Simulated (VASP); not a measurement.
GaAs:

```
CELL_PARAMETERS angstrom
0.00000 2.82685 2.82685
2.82685 0.00000 2.82685
2.82685 2.82685 0.00000
ATOMIC_POSITIONS crystal
Ga 0.00000 0.00000 0.00000
As 0.25000 0.25000 0.25000
```

| Item | Value |
| --- | --- |
| Program | VASP 6.6.1 |
| Task | relaxation of cell and atoms |
| Functional | PBE |
| Potentials or basis | VASP PAW PBE potentials, release 64 (Ga_d, As) |
| Cutoff | 600 eV |
| k mesh | 12 × 12 × 12 |
| Occupations | gaussian, width 0.02 eV |
| Spin | no spin polarisation |

At the start: pressure 3.5 GPa; volume 22.59 Å³/atom.

Task: Where does the relaxation end?

Result: Over 6 steps the energy falls by 12.1 meV/atom and the volume is 23.75 Å³/atom (+5.1 %); space group F-43m (No. 216, to 0.05 Å).

Step by step:
```tsv
step	energy change (eV)	largest force (eV/Å)	pressure (GPa)	volume (Å³)
1	0.0000	0.0000	3.46	45.18
2	-0.0211	0.0000	-1.03	48.44
3	-0.0243	0.0000	-0.06	47.54
4	-0.0243	0.0000	0.08	47.49
5	-0.0243	0.0000	0.07	47.49
6	-0.0243	0.0000	-0.01	47.50
```

Final structure:
```cif
data_structure
_symmetry_space_group_name_H-M 'P 1'
_symmetry_Int_Tables_number 1
_cell_length_a 4.0651
_cell_length_b 4.0651
_cell_length_c 4.0651
_cell_angle_alpha 60.000
_cell_angle_beta 60.000
_cell_angle_gamma 60.000
_cell_volume 47.50
loop_
_atom_site_label
_atom_site_type_symbol
_atom_site_fract_x
_atom_site_fract_y
_atom_site_fract_z
_atom_site_occupancy
Ga1 Ga 0.00000 0.00000 0.00000 1
As1 As 0.25000 0.25000 0.25000 1
```
